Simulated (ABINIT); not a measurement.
Runs of ABINIT 10.8.3 (patched build) on MoP. It takes space group P-6m2 (No. 187, hexagonal). The conventional cell has a = 3.223 Å, b = 3.223 Å, c = 3.191 Å, α = 90.00°, β = 90.00°, γ = 120.00°. Mo (site symmetry -6m2) has 6 P at 2.45 Å as nearest neighbours. P (site symmetry -6m2) has 6 Mo at 2.45 Å as nearest neighbours. 

```tsv
task	level	potentials or basis	k mesh	cutoff (eV)	fine-grid cutoff	mesh quality	gap on the mesh (eV)	pressure (GPa)	V0 of scaled cells (Å³/atom)	B0 (GPa)
equation of state	HCTH407	JTH PAW PBE v2.0	10 × 10 × 8	544	1088.46 eV	not flagged	-	-	13.93	228
band structure	PBE	PseudoDojo NC SR PBE v0.5 standard	10 × 10 × 8	1088	-	not flagged	none	2.7	-	-
equation of state	revPBE	JTH PAW PBE v2.0	10 × 10 × 8	544	1088.46 eV	not flagged	-	-	(b)	218
equation of state	WC	JTH PAW PBE v2.0	10 × 10 × 8	544	1088.46 eV	not flagged	-	-	14.26	238
single point	LDA	JTH PAW LDA v2.0	13 × 13 × 10	544	1088.46 eV	not flagged	none	(a)	-	-
single point	PBE	JTH PAW PBE v2.0	4 × 4 × 3	544	1088.46 eV	coarse	none	(d)	-	-
single point	PBE	JTH PAW PBE v2.0	13 × 13 × 10	544	1088.46 eV	not flagged	none	2.9	-	-
equation of state	PBE	JTH PAW PBE v2.0	10 × 10 × 8	544	1088.46 eV	not flagged	-	-	(c)	224
```

Alike in all rows: no spin polarisation; cell as given; smearing fermi-dirac 0.05 eV.

Task: Estimate the missing entries.

Result: (a) -7.1; (b) 14.66; (c) 14.54; (d) 3.5.

Caveats: some runs use coarse meshes; pressures at fixed basis lie under the slope of the energies (some runs); the cell was scaled at fixed shape and fractional positions, which overstates the stiffness of a crystal with free parameters, most of all of layers and chains (some runs); the PAW data sets were made with another functional, which shifts forces and pressure a little (some runs).

A k mesh can miss the band edges, and the runs leave out spin-orbit coupling on Mo.

A gap of «none» marks a metal or a gap under the smearing width.
